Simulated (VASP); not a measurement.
# InSb in VASP: how settings move the PBE single point

Aim: see what changed inputs do to the PBE single point of InSb (zincblende), under -1.5 % strain along x alone.

The runs shown are made with VASP 6.6.1. PAW datasets, plane waves. No spin polarisation and no zero-point or thermal motion.

### Step 1. The system as given

The cell comes from an earlier relaxation with r2SCAN in another program, then strained, with the atoms relaxed again.

The symmetry is I-4m2 (No. 119, tetragonal); a = 4.638 Å, c = 6.461 Å in the conventional setting, 34.74 Å³ an atom. Near In stand 4 Sb at 2.83 Å; near Sb stand 4 In at 2.83 Å.

As a file:

```
CELL_PARAMETERS angstrom
0.00000 3.27951 3.27951
3.23032 0.00000 3.27951
3.23032 3.27951 0.00000
ATOMIC_POSITIONS crystal
In 0.00000 0.00000 0.00000
Sb 0.25000 0.25000 0.25000
```

### Step 2. Baseline

INCAR

```
ENCUT = 520.000000
SIGMA = 0.020000
EDIFF = 1.00e-07
GGA = PE
PREC = Accurate
IBRION = -1
ISIF = 2
ISMEAR = -1
NBANDS = 16
NELM = 120
NSW = 0
LASPH = .TRUE.
LCHARG = .FALSE.
LWAVE = .FALSE.
LREAL = .FALSE.
```

KPOINTS

```
KPOINTS created by Atomic Simulation Environment
0
Gamma
6 6 6
0 0 0
```

POSCAR

```
In Sb
 1.0000000000000000
     0.0000000000000000    3.2795130080999999    3.2795130080999999
     3.2303203129000000    0.0000000000000000    3.2795130080999999
     3.2303203129000000    3.2795130080999999    0.0000000000000000
 In  Sb
   1   1
Cartesian
  0.0000000000000000  0.0000000000000000  0.0000000000000000
  1.6151601564499998  1.6397565040500002  1.6397565040500002
```

A file KPOINTS_OPT adds named points for the levels; it doesn't enter the self-consistent loop.

Potentials: the recommended PBE PAW datasets, 18 valence electrons.

Launch:

```console
$ mpirun -np 1 vasp_std
```

### Step 3. Variant 1

Edit INCAR of step 2 so:

```diff
@@ -8,3 +8,2 @@
 ISMEAR = -1
-NBANDS = 16
 NELM = 120
@@ -14,2 +13,3 @@
 LWAVE = .FALSE.
-LREAL = .FALSE.
+LREAL = .TRUE.
+NBANDS = 13
```

KPOINTS is that of step 2.

POSCAR is that of step 2.

### Step 4. Variant 2

Edit INCAR of step 2 so:

```diff
@@ -15 +15,2 @@
 LREAL = .FALSE.
+ALGO = Normal
```

KPOINTS is that of step 2.

POSCAR is that of step 2.

### Step 5. Variant 3

INCAR

```
ENCUT = 520.000000
SIGMA = 0.020000
EDIFF = 1.00e-07
PREC = Accurate
IBRION = -1
ISIF = 2
ISMEAR = -1
NBANDS = 16
NSW = 0
LASPH = .TRUE.
LCHARG = .FALSE.
LWAVE = .FALSE.
LREAL = .FALSE.
METAGGA = SCAN
ALGO = All
NELM = 90
```

KPOINTS

```
KPOINTS created by Atomic Simulation Environment
0
Gamma
8 8 8
0 0 0
```

POSCAR is that of step 2.

Before running it: what results should come out? Wanted: for each run, changed; ending; energy change; pressure; electronic steps; usable.

As calculated:

| run | changed | ending | energy change (meV/atom) | pressure (GPa) | gap on the mesh (eV; negative: overlap) | electronic steps | time | usable |
| --- | --- | --- | --- | --- | --- | --- | --- | --- |
| ref. | – | converged | 0 | 2.1 | 0.07 | 15 | 43 s | yes |
| 1 | LREAL = .TRUE., NBANDS = 13 | converged | -0.5 | 2.1 | 0.07 | 14 | 41 s | yes |
| 2 | ALGO = Normal | converged | 0.0 | 2.1 | 0.07 | 15 | 37 s | yes |
| 3 | METAGGA = SCAN, ALGO = All, NELM = 90, mesh 8×8×8 | converged | – | -0.1 | 0.08 | 20 | 6.7 min | yes |

**Reading.** Of 3 altered inputs, 3 gave usable results. Among the usable ones with comparable energies, «LREAL = .TRUE., NBANDS = 13» moves the energy most, by -0.5 meV/atom.
